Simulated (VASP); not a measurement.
Computed with r2SCAN meta-GGA, VASP's PBE PAW potentials (set 64) (plane waves; VASP).

VASP ran on this input.

POSCAR:
```
Li2O
1
    0.0000000000     2.2884807340     2.2884807340
    2.2884807340     0.0000000000     2.2884807340
    2.2884807340     2.2884807340     0.0000000000
Li O
2 1
Direct
  0.2500000000   0.2500000000   0.2500000000
  0.7500000000   0.7500000000   0.7500000000
  0.0000000000   0.0000000000   0.0000000000
```

### KPOINTS
```
kpoints
0
gamma
 9 9 9
0 0 0
```

### INCAR
```
SYSTEM = Li2O
PREC = Accurate
ENCUT = 520
EDIFF = 1E-6
NELM = 100
ALGO = Normal
LREAL = .FALSE.
LASPH = .TRUE.
ISMEAR = 0
SIGMA = 0.05
METAGGA = R2SCAN
LMIXTAU = .TRUE.
LWAVE = .FALSE.
LCHARG = .FALSE.
IBRION = 2
ISIF = 3
NSW = 60
EDIFFG = -0.01
```

POTCAR, in this order: Li_sv O (PBE.64 set). Program: vasp_std.

Output

### OSZICAR
```
       N       E                     dE             d eps       ncg     rms          rms(c)
DAV:   1     0.371013447391E+02    0.37101E+02   -0.61773E+03   700   0.133E+03
DAV:   2    -0.162738729683E+02   -0.53375E+02   -0.51252E+02   804   0.242E+02
DAV:   3    -0.213602794485E+02   -0.50864E+01   -0.50691E+01  1268   0.642E+01
DAV:   4    -0.214465494642E+02   -0.86270E-01   -0.86147E-01   948   0.902E+00
DAV:   5    -0.214478768037E+02   -0.13273E-02   -0.13271E-02  1008   0.697E-01    0.676E+00
DAV:   6    -0.168396367457E+02    0.46082E+01   -0.43349E+00   894   0.157E+01    0.208E+00
DAV:   7    -0.169036815527E+02   -0.64045E-01   -0.11048E+00   862   0.847E+00    0.209E+00
DAV:   8    -0.193425395780E+02   -0.24389E+01   -0.36761E+00   992   0.148E+01    0.288E+00
DAV:   9    -0.168638725195E+02    0.24787E+01   -0.19291E+00  1104   0.109E+01    0.733E-01
DAV:  10    -0.168331963856E+02    0.30676E-01   -0.18762E-01   856   0.435E+00    0.308E-01
DAV:  11    -0.168259081262E+02    0.72883E-02   -0.14610E-02   828   0.121E+00    0.356E-01
DAV:  12    -0.168281641326E+02   -0.22560E-02   -0.15515E-02   832   0.132E+00    0.707E-02
DAV:  13    -0.168293407193E+02   -0.11766E-02   -0.43100E-04   800   0.266E-01    0.406E-02
DAV:  14    -0.168290651452E+02    0.27557E-03   -0.13720E-04   744   0.165E-01    0.439E-02
DAV:  15    -0.168296407195E+02   -0.57557E-03   -0.25347E-04   740   0.209E-01    0.749E-03
DAV:  16    -0.168296781736E+02   -0.37454E-04   -0.31858E-05   786   0.829E-02    0.176E-03
DAV:  17    -0.168296759300E+02    0.22436E-05   -0.28045E-06   838   0.262E-02    0.153E-03
DAV:  18    -0.168296698836E+02    0.60463E-05   -0.32706E-06   746   0.248E-02    0.667E-04
DAV:  19    -0.168296736249E+02   -0.37413E-05   -0.28902E-07   788   0.739E-03    0.372E-04
DAV:  20    -0.168296745058E+02   -0.88090E-06   -0.42045E-08   408   0.253E-03
   1 F= -.16829675E+02 E0= -.16829675E+02  d E =-.168297E+02
```

**OUTCAR**
```
------------------------ aborting loop because EDIFF is reached ----------------------------------------
  FORCE on cell =-STRESS in cart. coord.  units (eV):
  Direction    XX          YY          ZZ          XY          YZ          ZX
  --------------------------------------------------------------------------------------
  Total       -0.0085710     -0.0085710     -0.0085710      0.0000000      0.0000000      0.0000000
  in kB       -0.5728871     -0.5728871     -0.5728871      0.0000000      0.0000000      0.0000000
  external PRESSURE =      -0.5728871 kB  Pullay stress =       0.0000000 kB
  volume of cell :       23.97
      direct lattice vectors                 reciprocal lattice vectors
     0.000000000  2.288480734  2.288480734    -0.218485562  0.218485562  0.218485562
     2.288480734  0.000000000  2.288480734     0.218485562 -0.218485562  0.218485562
     2.288480734  2.288480734  0.000000000     0.218485562  0.218485562 -0.218485562
 POSITION                                       TOTAL-FORCE (eV/Angst)
 -----------------------------------------------------------------------------------
      1.14424      1.14424      1.14424        -0.000000     -0.000000     -0.000000
      3.43272      3.43272      3.43272         0.000000      0.000000      0.000000
      0.00000      0.00000      0.00000        -0.000000      0.000000     -0.000000
 -----------------------------------------------------------------------------------
    total drift:                               -0.000000      0.000000      0.000000
  FREE ENERGIE OF THE ION-ELECTRON SYSTEM (eV)
  ---------------------------------------------------
  free  energy   TOTEN  =       -16.8296745058 eV

  energy  without entropy=      -16.8296745058  energy(sigma->0) =      -16.82967451

 reached required accuracy - stopping structural energy minimisation
```
(Selected blocks of OUTCAR.)

OUTCAR:
```
 val. band max:        1.0882218899   @ k =   0.0000   0.0000   0.0000

 cond. band min:       6.9174852813   @ k =   0.4444   0.4444   0.0000


 Fermi energy:         1.3707095793

 k-point     1 :       0.0000    0.0000    0.0000
  band No.  band energies     occupation
      1     -43.1726      2.00000
      2     -42.8241      2.00000
      3     -15.3268      2.00000
      4       1.0882      2.00000
      5       1.0882      2.00000
      6       1.0882      2.00000
      7       7.4123      0.00000
      8      14.3583      0.00000
      9      14.3583      0.00000
     10      14.3587      0.00000

 k-point     2 :       0.1111    0.0000    0.0000
  band No.  band energies     occupation
      1     -43.1601      2.00000
      2     -42.8330      2.00000
      3     -15.3051      2.00000
      4       0.6839      2.00000
      5       1.0292      2.00000
      6       1.0292      2.00000
      7       7.7374      0.00000
      8      14.3883      0.00000
      9      14.5418      0.00000
     10      14.5422      0.00000

 k-point     3 :       0.2222    0.0000    0.0000
  band No.  band energies     occupation
      1     -43.1252      2.00000
      2     -42.8591      2.00000
      3     -15.2479      2.00000
      4      -0.2172      2.00000
      5       0.8868      2.00000
      6       0.8868      2.00000
      7       8.5605      0.00000
      8      14.2689      0.00000
      9      14.7940      0.00000
     10      14.7943      0.00000

 k-point     4 :       0.3333    0.0000    0.0000
  band No.  band energies     occupation
      1     -43.0739      2.00000
      2     -42.9004      2.00000
      3     -15.1790      2.00000
      4      -1.1028      2.00000
      5       0.7357      2.00000
      6       0.7357      2.00000
      7       9.6937      0.00000
      8      13.6688      0.00000
      9      14.6289      0.00000
     10      14.6291      0.00000

 k-point     5 :       0.4444    0.0000    0.0000
...
```

The compound is Li2O in the antifluorite structure. It was relaxed first. The start is the result of an earlier pass.
